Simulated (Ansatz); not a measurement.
Density of states of SiO2 (Imma, a = 5.247 Å, b = 9.551 Å, c = 8.885 Å, α = 90.00°, β = 90.00°, γ = 90.00°), in states per eV and primitive cell, averaged over bins of 0.4 eV. All numbers below come from DFT r2SCAN, scalar-relativistic, plane waves, PAW (Ansatz).

Plane waves to 500 eV, a k mesh through Γ of 6×6×6 on the computed 12-atom cell and Gaussian smearing (0.02 eV); no spin polarisation.

The cell is relaxed at this level. The states (both spins) are summed by tetrahedra on a 9×9×9 mesh at the self-consistent density. Energies are bin centres; the table starts no lower than −8 eV and ends at 6 eV, or lower where the solved bands end.

The gap is 6.18 eV at this level, with the zero inside it.

```csv
E − E_F (eV),total,O 2p,Si 3p,O 2s,Si 3s
-6.55,9.91,8.12,1.03,0.56,0.04
-6.15,0.15,0.13,0.01,0.00,0.00
-5.75,11.87,10.75,0.69,0.17,0.01
-5.35,10.11,9.43,0.39,0.07,0.01
-4.95,15.57,14.59,0.53,0.15,0.01
-4.55,11.43,10.78,0.32,0.14,0.01
-4.15,4.47,4.25,0.11,0.04,0.01
-3.75,7.47,7.24,0.11,0.03,0.00
-3.35,8.85,8.73,0.04,0.02,0.00
-2.95,0.16,0.16,0.00,0.00,0.00
-2.55,0.00,0.00,0.00,0.00,0.00
-2.15,0.00,0.00,0.00,0.00,0.00
-1.75,0.00,0.00,0.00,0.00,0.00
-1.35,0.00,0.00,0.00,0.00,0.00
-0.95,0.00,0.00,0.00,0.00,0.00
-0.55,0.00,0.00,0.00,0.00,0.00
-0.15,0.00,0.00,0.00,0.00,0.00
0.25,0.00,0.00,0.00,0.00,0.00
0.65,0.00,0.00,0.00,0.00,0.00
1.05,0.00,0.00,0.00,0.00,0.00
1.45,0.00,0.00,0.00,0.00,0.00
1.85,0.00,0.00,0.00,0.00,0.00
2.25,0.00,0.00,0.00,0.00,0.00
2.65,0.00,0.00,0.00,0.00,0.00
3.05,0.07,0.00,0.00,0.01,0.02
3.45,0.49,0.01,0.06,0.07,0.16
3.85,0.85,0.03,0.18,0.11,0.23
4.25,1.14,0.06,0.30,0.15,0.26
4.65,1.26,0.07,0.41,0.16,0.21
5.05,2.03,0.13,0.76,0.22,0.22
5.45,2.45,0.16,0.93,0.23,0.19
```

The columns after the total are the Löwdin projections on the occupied valence shells of the potentials. The rest of the total lies in shells that are empty in the free atom, which aren't projected, and between the atoms.

This form isn't the usual stable structure of the compound.

Cost: 1 run of about 1.7 core-minutes, on AMD EPYC 9R45 (Zen 5) (shared hosts).